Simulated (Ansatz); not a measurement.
# GaP: the cost of one run

Program: Ansatz 0.2.0. Level of theory: DFT PBE, scalar-relativistic, plane waves, PAW. These are calculated values, not measurements.

1 further run of the same task is left out (it didn't finish).

## (1) The structure to begin with

Symmetry: R-3m, No. 166, trigonal system. The conventional cell has a = 3.886 Å, b = 3.886 Å, c = 19.292 Å, α = 90.00°, β = 90.00°, γ = 120.00°. Around Ga (site symmetry 3m) lie 3 P at 2.40 Å and 1 Ga at 2.49 Å. P (site symmetry 3m) has 1 P at 2.21 Å and 3 Ga at 2.40 Å as nearest neighbours.

Structure file:

```cif
data_structure
_symmetry_space_group_name_H-M 'P 1'
_symmetry_Int_Tables_number 1
_cell_length_a 6.8110
_cell_length_b 6.8110
_cell_length_c 6.8110
_cell_angle_alpha 33.151
_cell_angle_beta 33.151
_cell_angle_gamma 33.151
_cell_volume 84.10
loop_
_atom_site_label
_atom_site_type_symbol
_atom_site_fract_x
_atom_site_fract_y
_atom_site_fract_z
_atom_site_occupancy
Ga1 Ga 0.43537 0.43537 0.43537 1
Ga2 Ga 0.56463 0.56463 0.56463 1
P1 P 0.05739 0.05739 0.05739 1
P2 P 0.94261 0.94261 0.94261 1
```

Source of the structure: the Materials Project (structure only).

(A quick probe on a coarse mesh, which set the mesh and smearing, is not shown.)

## (3) Relaxing cell and atoms

Contents of input.yaml:

```yaml
crystal:
  lattice:
    - [1.9430151755, 1.1218003346, 6.4308101003]
    - [-1.9430151755, 1.1218003346, 6.4308101003]
    - [0.0, -2.2436006692, 6.4308101003]
  atoms:
    - { symbol: Ga, position: [0.435372, 0.435372, 0.435372] }
    - { symbol: Ga, position: [0.564628, 0.564628, 0.564628] }
    - { symbol: P, position: [0.057389, 0.057389, 0.057389] }
    - { symbol: P, position: [0.942611, 0.942611, 0.942611] }
basis:
  ecutwfc: 420
kpoints:
  mp_grid: { grid: [12, 12, 12] }
hamiltonian:
  xc: pbe
scf:
  occupations: { method: gaussian, width: 0.02 }
output:
  forces: true
  stress: true
  eigenvalues: true
relax:
  adjacent_minimum: "off"
  f_tol: 0.005
  max_steps: 80
  cell: { stress_tol: 0.05 }
```

The run is started by

```
$ ansatz run input.yaml --threads 1 --pin off --max-ram 2560MiB --backend cpu --events-out ev --progress --plain --runs-dir out
```

What time and memory should one allow on 1 thread of AMD EPYC 7R13 (Zen 3), shared host?

About 66 s, with a peak of 0.62 GiB.
